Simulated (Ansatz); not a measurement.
**Ti (Titanium): properties at the relaxed cell**

An exercise on one series of results from a longer session: the logs are not shown, and one member is left open.

Computed with Ansatz 0.2.0 (DFT PBE and PBEsol (the runs whose input is shown use PBEsol), scalar-relativistic, plane waves, PAW).

1 further run of the same task is left out (set aside as unsound or not needed).

## The system as given

The structure is hexagonal, space group P6/mmm (No. 191). Conventional cell: a = 4.580 Å, b = 4.580 Å, c = 2.831 Å, α = 90.00°, β = 90.00°, γ = 120.00°. Around Ti (site symmetry 6/mmm) lie 14 Ti at 2.83 to 3.00 Å. Around Ti (site symmetry -6m2) lie 11 Ti at 2.64 to 3.00 Å.

As a file:

```cif
data_structure
_symmetry_space_group_name_H-M 'P6/mmm'
_symmetry_Int_Tables_number 191
_cell_length_a 4.5798
_cell_length_b 4.5798
_cell_length_c 2.8314
_cell_angle_alpha 90.000
_cell_angle_beta 90.000
_cell_angle_gamma 120.000
_cell_volume 51.43
loop_
_atom_site_label
_atom_site_type_symbol
_atom_site_symmetry_multiplicity
_atom_site_Wyckoff_symbol
_atom_site_fract_x
_atom_site_fract_y
_atom_site_fract_z
_atom_site_occupancy
Ti1 Ti 1 a 0.00000 0.00000 0.00000 1
Ti2 Ti 2 d 0.33333 0.66667 0.50000 1
```

It is the result of an earlier relaxation at this level (volume 17.14 Å³/atom; gap on the mesh: none (metal)).

The first run:

File input.yaml:

```yaml
crystal:
  lattice:
    - [4.5797920052, 0.0, 0.0]
    - [-2.2898960026, 3.9662162205, 0.0]
    - [0.0, 0.0, 2.8314061317]
  atoms:
    - { symbol: Ti, position: [0.0, 0.0, 0.0] }
    - { symbol: Ti, position: [0.3333333333, 0.6666666667, 0.5] }
    - { symbol: Ti, position: [0.6666666667, 0.3333333333, 0.5] }
basis:
  ecutwfc: 420
kpoints:
  mp_grid: { grid: [12, 12, 14] }
hamiltonian:
  xc: pbesol
scf:
  occupations: { method: gaussian, width: 0.1 }
output:
  forces: true
  stress: true
  eigenvalues: true
relax:
  adjacent_minimum: "off"
  f_tol: 0.005
  max_steps: 50
  cell: { stress_tol: 0.05 }
```

On the command line:

```console
$ ansatz run input.yaml --threads 1 --pin off --max-ram 2560MiB --backend cpu --events-out ev --progress --plain --runs-dir out
```

Steps of the session up to this table: Relaxing with PBEsol; Relaxing with PBE+D3(BJ); The cell under LDA; Relaxing with r2SCAN.

One table of the session follows, with a row left open; its other results are not shown here.

It belongs to the step «Relaxed cells side by side». 

| functional | a (Å) | b (Å) | c (Å) | volume (Å³/atom) |
| --- | --- | --- | --- | --- |
| PBE | 4.580 | 4.580 | 2.831 | 17.14 |
| PBEsol | 4.515 | 4.515 | 2.799 | 16.47 |
| PBE+D3(BJ) | ? | ? | ? | ? |
| LDA | 4.451 | 4.451 | 2.771 | 15.85 |
| r2SCAN | 4.569 | 4.569 | 2.824 | 17.02 |

Estimate the missing values for PBE+D3(BJ).

**Answer.** a (Å): 4.495; b (Å): 4.495; c (Å): 2.786; volume (Å³/atom): 16.25. In the column «a (Å)» it lies between LDA (4.451) and PBEsol (4.515).
